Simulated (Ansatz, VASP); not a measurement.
**LiF in VASP and in Ansatz**

The input INCAR:

```
PREC     = Accurate       # precision mode
ENCUT    = 520            # plane-wave cutoff, eV
EDIFF    = 1E-6           # SCF threshold, eV
ISMEAR   = 0              # smearing method
SIGMA    = 0.05           # smearing width, eV
LREAL    = False          # projectors in reciprocal space
LASPH    = True           # aspherical terms in the spheres
NELM     = 80             # most SCF steps
ALGO     = Normal         # electronic algorithm
ISIF     = 2              # what is computed and relaxed
LWAVE    = False          # write WAVECAR
LCHARG   = True           # write CHGCAR
GGA      = PS             # functional
LELF     = True           # ELF
LVHAR    = True         
NBANDS   = 12             # bands
```

File KPOINTS:

```
regular mesh
0
Gamma
  10 10 10
```

File POSCAR:

```
LiF
1.0
    0.0000000000      2.0140000000      2.0140000000
    2.0140000000      0.0000000000      2.0140000000
    2.0140000000      2.0140000000      0.0000000000
Li F
1 1
Direct
    0.1117179742     -0.1117179742     -0.1117179742
    0.5000000000      0.5000000000      0.5000000000
```

Input for Ansatz:

```yaml
crystal:
  lattice:
    - [0.0, 2.014, 2.014]
    - [2.014, 0.0, 2.014]
    - [2.014, 2.014, 0.0]
  atoms:
    - { symbol: Li, position: [0.1117179742, -0.1117179742, -0.1117179742] }
    - { symbol: F, position: [0.5, 0.5, 0.5] }
basis:
  ecutwfc: 420
kpoints:
  mp_grid: { grid: [10, 10, 10] }
hamiltonian:
  xc: pbesol
scf:
  occupations: { method: gaussian, width: 0.05 }
output:
  forces: true
  stress: true
  eigenvalues: true
```

Alike in both runs: task single point; functional PBEsol; k mesh 10 × 10 × 10; occupations gaussian, width 0.05 eV; no spin polarisation.

```csv
,VASP,Ansatz
version,VASP 6.6.1,Ansatz 0.2.0
potentials or method,"VASP PAW PBE potentials, release 64 (Li_sv, F)","scalar-relativistic, plane waves, PAW"
plane-wave cutoff (eV),520,420
valence electrons in the cell,10,10
```

Ansatz gave:

| Quantity | Value |
| --- | --- |
| gap on the k mesh at the Fermi level (eV) | 8.63 |
| least direct gap on the mesh (eV) | 8.63 |
| rms of the force components (eV/Å) | 1.439 |

Task: What did VASP give for the same quantities?

Result: gap on the k mesh at the Fermi level (eV): 8.62; least direct gap on the mesh (eV): 8.62; rms of the force components (eV/Å): 1.530.

Atom by atom the forces differ by 0.091 eV/Å (rms over components).

Caveats: the PAW data sets were made with another functional, which shifts forces and pressure a little (VASP). A k mesh can miss the band edges.
